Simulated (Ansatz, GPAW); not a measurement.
Given: the input of a run of GPAW 26.7.0 (ASE script) on Li (Lithium). 

run.py

```python
from ase.dft.bandgap import bandgap
from ase.io import read, write
from ase.units import GPa
from gpaw import GPAW, PW

atoms = read('Li.xyz')

calc = GPAW(mode=PW(800),
            xc='PBE',
            kpts={'size': (11, 11, 11), 'gamma': True},
            occupations={'name': 'methfessel-paxton', 'order': 0, 'width': 0.012},
            nbands=6,
            convergence={'density': 1e-05, 'energy': 1e-05},
            maxiter=150,
            txt='gpaw.txt')
atoms.calc = calc
energy = atoms.get_potential_energy()
forces = atoms.get_forces()
stress = atoms.get_stress()
calc.write('gs.gpw')
write('result.traj', atoms)
print(f'Energy: {energy:.6f} eV')
print('Forces (eV/A):')
print(forces.round(4))
print('Stress (GPa):', (stress / GPa).round(3))
print('Fermi level:', round(calc.get_fermi_level(), 4), 'eV')
print(f'Gap: {bandgap(calc)[0]:.4f} eV, direct: {bandgap(calc, direct=True)[0]:.4f} eV')
```

Contents of Li.xyz:

```xyz
1
Lattice="-1.7546500000 1.7546500000 1.7546500000 1.7546500000 -1.7546500000 1.7546500000 1.7546500000 1.7546500000 -1.7546500000" Properties=species:S:1:pos:R:3 pbc="T T T"
Li     0.0000000000      0.0000000000      0.0000000000
```

Potentials or basis: GPAW PAW data sets (gpaw-data 1.2.1), pw.

The run is started by

```console
$ OMP_NUM_THREADS=1 python run.py
```

Question: Translate it to Ansatz 0.2.0. Potentials or basis there: Ansatz PAW, cutoff 420 eV.

Answer: As run (cutoffs and basis follow the program's own potentials, and thresholds, step limits or extra output files can differ):

The input input.yaml:

```yaml
crystal:
  lattice:
    - [-1.75465, 1.75465, 1.75465]
    - [1.75465, -1.75465, 1.75465]
    - [1.75465, 1.75465, -1.75465]
  atoms:
    - { symbol: Li, position: [0.0, 0.0, 0.0] }
hamiltonian:
  xc: pbe
  pseudopotentials: { kind: paw }
kpoints:
  mp_grid: { grid: [11, 11, 11] }
scf:
  occupations: { method: gaussian, width: 0.012 }
output:
  forces: true
  stress: true
  eigenvalues: true
```

Potentials or basis: Ansatz PAW.

The run is started by

```console
$ ansatz run input.yaml --threads 2 --pin off --max-ram 5632MiB --backend cpu --events-out ev --progress --plain --runs-dir out
```

Both were run:

|  | GPAW | Ansatz |
| --- | --- | --- |
| Pressure | -0.8 GPa | -0.8 GPa |

Ansatz's pressure holds a Pulay term of +0.00 GPa for its cutoff of 420 eV, which the other run lacks.

The potentials hold 1 and 3 valence electrons a cell.

Where Ansatz's input types no cutoff or centring, it takes its own default and a Γ-centred mesh.

Pressure is positive in compression.
